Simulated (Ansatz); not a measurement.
The system is MgO.

```xyz
2
Lattice="0.0000 2.0970 2.0970 2.0970 0.0000 2.0970 2.0970 2.0970 0.0000" Properties=species:S:1:pos:R:3 pbc="T T T"
Mg    0.0000    0.0000    0.0000
O     2.0970    2.0970    2.0970
```

The cell is a database's computed one.

| Quantity | Value |
| --- | --- |
| Program | Ansatz 0.2.0 |
| Task | relaxation of cell and atoms |
| Functional | BLYP |
| Potentials or basis | Ansatz PAW |
| Cutoff | 420 eV (not typed: the program's choice for these potentials) |
| k mesh | 11 × 11 × 11 |
| Occupations | fermi-dirac, width 0.05 eV |
| Spin | no spin polarisation |

At the start: volume 9.22 Å³/atom.

Q: Where does the relaxation end?

A: It ends after 7 steps and the volume is 9.75 Å³/atom (+5.7 %); space group Fm-3m (No. 225, to 0.05 Å).

Step by step:
| step | energy change (eV) | largest force (eV/Å) | volume (Å³) |
| --- | --- | --- | --- |
| 1 | 0.0000 | 0.0000 | 18.44 |
| 2 | -0.0170 | 0.0000 | 18.87 |
| 3 | -0.0233 | 0.0000 | 19.40 |
| 4 | -0.0232 | 0.0000 | 19.44 |
| 5 | -0.0288 | 0.0000 | 19.44 |
| 6 | -0.0287 | 0.0000 | 19.50 |
| 7 | -0.0290 | 0.0000 | 19.50 |

Final structure:
```
Mg O
1.0
     0.00000    2.13644    2.13644
     2.13644    0.00000    2.13644
     2.13644    2.13644    0.00000
Mg O
1 1
Direct
  0.00000 0.00000 0.00000
  0.50000 0.50000 0.50000
```

Caveat: the plane-wave basis is chosen anew once the cell has moved, so the energies of steps on either side of that aren't comparable; the pressure holds a Pulay correction of +0.7 GPa for the finite cutoff; the PAW data sets come from PBE, with cores solved anew for the run's functional, which leaves a small shift of forces and pressure.
